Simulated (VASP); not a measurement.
Write the native input for VASP 6.6.1 that does the following.

```yaml
Task: single point
Functional: r2SCAN
Potentials_or_basis: VASP PAW PBE potentials, release 64 (Cs_sv, I)
Cutoff: 520 eV
k_mesh: 6 × 6 × 6
Occupations: fermi-dirac, width 0.05 eV
Spin: no spin polarisation
Dipole_correction: no
Further_INCAR_settings: ALGO = Normal; EDIFF = 1e-07; NBANDS = 15
```

The system is CsI.

```xyz
2
Lattice="4.5667 0.0000 0.0000 0.0000 4.5667 0.0000 0.0000 0.0000 4.5667" Properties=species:S:1:pos:R:3 pbc="T T T"
Cs    0.0000    0.0000    0.0000
I     2.2833    2.2833    2.2833
```

These files were run (other wordings do the same):

POSCAR

```
CsI
1.0
    4.5667000000      0.0000000000      0.0000000000
    0.0000000000      4.5667000000      0.0000000000
    0.0000000000      0.0000000000      4.5667000000
Cs I
1 1
Direct
    0.0000000000      0.0000000000      0.0000000000
    0.5000000000      0.5000000000      0.5000000000
```

INCAR.step1

```
  PREC = Accurate
  ENCUT = 520
  ISMEAR = -1
  SIGMA = 0.05
  LREAL = F
  LASPH = T
  NELM = 100
  NBANDS = 15
  GGA = PE
  ALGO = Normal
  EDIFF = 1E-4
  LWAVE = T
  LCHARG = F
```

INCAR.step2

```
  PREC = Accurate
  ENCUT = 520
  EDIFF = 1E-7
  ISMEAR = -1
  SIGMA = 0.05
  LREAL = F
  LASPH = T
  NELM = 100
  ALGO = Normal
  ISIF = 2
  LWAVE = F
  LCHARG = F
  METAGGA = R2SCAN
  LMIXTAU = T
  NBANDS = 15
  ISTART = 1
```

KPOINTS

```
Automatic mesh
0
Gamma
  6 6 6
```

Potentials or basis: VASP PAW PBE potentials, release 64 (Cs_sv, I).

Run with:

```sh
$ cat potpaw_PBE.64/Cs_sv/POTCAR potpaw_PBE.64/I/POTCAR > POTCAR
$ cp INCAR.step1 INCAR
$ mpirun -np 1 vasp_std > vasp.out
$ cp INCAR.step2 INCAR
$ mpirun -np 1 vasp_std > vasp.out
```

It gave:

| Property | Result |
| --- | --- |
| Pressure | 0.4 GPa |
| Band gap on the k mesh | 4.60 eV, indirect (least direct gap 4.69 eV) |

Caveat: the PAW data sets were made with another functional, which shifts forces and pressure a little; spin-orbit coupling is left out, which moves the levels of the heavy elements.

Run time: 94 s on 1 thread of Intel(R) Xeon(R) Platinum 8259CL CPU @ 2.50GHz (Skylake/Cascade Lake), on a shared host, peak memory 0.22 GiB.
